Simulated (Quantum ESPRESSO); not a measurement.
## SnTe under changes of volume

One of the cells (47.091 Å³/atom); the others are scaled copies at fixed shape and fractional positions:

```
Te Sn
1.0
     0.00000    3.61115    3.61115
     3.61115    0.00000    3.61115
     3.61115    3.61115    0.00000
Te Sn
1 1
Direct
  0.25000 0.25000 0.25000
  0.00000 0.00000 0.00000
```

Measurements of this composition are mostly on another form, of space group No. 225.

| Property | Result |
| --- | --- |
| Program | Quantum ESPRESSO 7.5 |
| Functional | PBE |
| Potentials or basis | SSSP 1.3 efficiency PBE |
| Cutoff | 816 eV |
| Density cutoff | 6531 eV |
| k mesh | 7 × 7 × 7 |
| Occupations | fermi-dirac, width 0.05 eV |
| Spin | no spin polarisation |

```csv
volume (Å³/atom),energy over the lowest point (meV/atom),pressure (GPa),gap on the mesh (eV)
44.265,13.31,1.6,0.17
45.207,5.51,1.0,0.23
46.149,1.17,0.4,0.28
47.091,0.00,-0.1,0.33
48.033,1.71,-0.5,0.37
48.974,?,?,?
49.916,12.72,-1.3,0.45
```

Problem. What does the run at 48.974 Å³/atom give?

Solution. Energy over the lowest point 6.04 meV/atom; pressure -1.0 GPa; gap on the mesh 0.41 eV.

Worked out: A Birch-Murnaghan fit of order 3 (a polynomial in V^(-2/3)) to the other rows has its minimum at 46.99 Å³/atom with B0 = V·E''(V) = 25 GPa and B' = 3.7. It gives 6.02 meV/atom at 48.974 Å³/atom, against the run's 6.04, and -dE/dV = -0.9 GPa, against -1.0. A straight line through the other rows of the gap, of slope 2.31 eV per unit of ln V, gives 0.41 eV, against the run's 0.41.

Energies are extrapolated to zero smearing.

Caveats: spin-orbit coupling is left out, which moves the levels of the heavy elements; an odd mesh through Γ misses points on the zone boundary, where band edges often lie.
